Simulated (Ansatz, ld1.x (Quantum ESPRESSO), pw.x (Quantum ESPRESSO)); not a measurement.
## From atom to crystal: PAW potential for tin (Sn)

* Element: tin
* Generator: ld1.x (Quantum ESPRESSO) 7.5
* Type: PAW
* Functional: PBE
* Relativity: scalar-relativistic
* Frozen core: [Kr] 4d10
* Valence charge: 4
* Reference configuration: 5s1.5 5p2.5
* Partial waves: 5s (bound): rcut 1.95, rcutus 2.30 bohr; 5s channel at -0.3 Ry: rcut 1.95, rcutus 2.30 bohr; 5p (bound): rcut 2.50, rcutus 2.85 bohr; 5p channel at 0.1 Ry: rcut 2.50, rcutus 2.85 bohr; 5d channel at 0.15 Ry: rcut 2.45, rcutus 3.00 bohr; 5d channel at 2.75 Ry: rcut 2.45, rcutus 3.00 bohr
* Local potential: all-electron potential smoothed inside 2.20 bohr (lloc = -1)
* Core correction: Bessel-smoothed model core inside 1.15 bohr
* Augmentation charge: PSQ, inside the norm-conserving radii

Atomic tests: cutoffs needed: 6 Ry and 8 Ry (the cutoffs (Ry, on a coarse ladder) from which the occupation-weighted sum of valence levels, in a spherical-Bessel basis at the reference potential, stays within 10 and 1 mRy of its value at 400 Ry); ghost test: no extra level below or beside the all-electron valence levels (s, p, d, f tested) (spherical-Bessel basis up to 400 Ry, 20 bohr box); largest excitation error: -50 meV (all-electron minus pseudo) for 5s2 5p0, out of 7 test configurations.

Crystal test: sc Sn in pw.x 7.5, no spin, 11³ k-points, Fermi–Dirac smearing 0.01 Ry, cutoffs 40/320 Ry. The reference is all-electron LAPW (Ansatz 0.2.0) with the same functional, mesh and smearing; V0 and B0 come from Birch–Murnaghan fits to the pressures at five volumes. Errors are pseudo minus all-electron; Δ is the rms difference of the E(V) curves that follow from these fits, minima aligned, over ±6 % about the mean V0. Mesh and smearing are coarse, so the numbers serve the comparison and aren't converged zero-temperature values; the lattice is a test structure that the element need not adopt.

```tsv
V (Å³/atom)	P all-electron (GPa)	P pseudo (GPa)
28.358	2.11	2.60
29.104	0.76	1.18
29.850	-0.40	-0.04
30.596	-1.41	-1.09
31.343	-2.28	-2.00
```

All-electron: a0 = 3.093 Å (V0 = 29.58 Å³/atom), B0 = 45.2 GPa.

Pseudopotential: mean pressure error (GPa): +0.37; a0 (Å): 3.101; a0 error (%): +0.28; B0 error (%): +0.6; Δ (meV/atom): 2.5.

Problem. At the middle volume, how do free energy and pressure move when the wave cutoff is lowered (ecutrho held at 320 Ry)?

Solution.

```tsv
cutoff (Ry)	shift of F (meV/atom)	shift of P (GPa)
18	+1.3	-0.00
24	+0.6	-0.01
32	+0.1	+0.00
```

The run at the middle volume (56 k-points, 6 iterations) took about 7.7 s on one core of a shared host (Neoverse-V1, 32 threads, 247 GiB, load 22).
